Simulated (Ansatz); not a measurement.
# Sb: pressure up to the limit of the methods

The task here is to estimate one member of a computed series from the others.

Computed with Ansatz 0.2.0 (DFT PBE, with the methods named in each step, unless a step's input says otherwise).

## The starting structure

Symmetry: Pm-3m, No. 221, cubic system. Conventional cell: a = 3.115 Å, b = 3.115 Å, c = 3.115 Å, α = 90.00°, β = 90.00°, γ = 90.00°. Around Sb (site symmetry m-3m) lie 6 Sb at 3.12 Å.

Coordinates:

```
CELL_PARAMETERS angstrom
3.11550 0.00000 0.00000
0.00000 3.11550 0.00000
0.00000 0.00000 3.11550
ATOMIC_POSITIONS crystal
Sb 0.00000 0.00000 0.00000
```

Whether this phase is the stable one at these pressures isn't tested.

Set-up of the first run:

input.yaml reads:

```yaml
crystal:
  lattice:
    - [3.1154964611, 0.0, 0.0]
    - [0.0, 3.1154964611, 0.0]
    - [0.0, 0.0, 3.1154964611]
  atoms:
    - { symbol: Sb, position: [0.0, 0.0, 0.0] }
kpoints:
  mp_grid: { grid: [12, 12, 12] }
scf:
  occupations: { method: fermi_dirac, width: 0.05 }
hamiltonian:
  xc: pbe
  pseudopotentials: { kind: paw }
output:
  forces: true
  stress: true
  write_density: true
  write_potential: true
  elf: true
  volumetric_format: npy
relax:
  f_tol: 0.005
  max_steps: 40
  cell: {}
```

Started as:

```sh
$ ansatz run input.yaml --threads 1 --pin off --max-ram 2048MiB --backend cpu --events-out ev --progress --plain --runs-dir out
```

Among the steps run: Cell relaxed at zero pressure, PAW; Volume scaled by 1, PAW; Volume scaled by 1, PAW (level accurate); Volume scaled by 0.9, PAW; Volume scaled by 0.8, PAW; Volume scaled by 0.7, PAW; Volume scaled by 0.6, PAW; Volume scaled by 0.5, PAW; Volume scaled by 0.4, PAW; Volume scaled by 0.4, PAW (partial_waves polarizable).

One table of the session follows, with a row left open; its other results are not shown here.

```
                         method  volume over the first  volume (Å³/atom)  pressure (GPa)
                            PAW                      1            30.113            0.00
                            PAW                    0.9            27.102            7.06
                            PAW                    0.8            24.090           20.06
                            PAW                    0.7            21.079           43.88
                            PAW                    0.6                 ?               ?
                            PAW                    0.5            15.056          186.39
                            PAW                    0.4            12.045          409.87
           PAW (level accurate)                      1            30.113            0.00
PAW (partial_waves polarizable)                    0.4            12.045          409.87
```

Estimate the missing values for PAW, 0.6.

As computed: volume (Å³/atom): 18.068; pressure (GPa): 89.73. In the column «volume (Å³/atom)» it lies between PAW, 0.5 (15.056) and PAW, 0.7 (21.079).
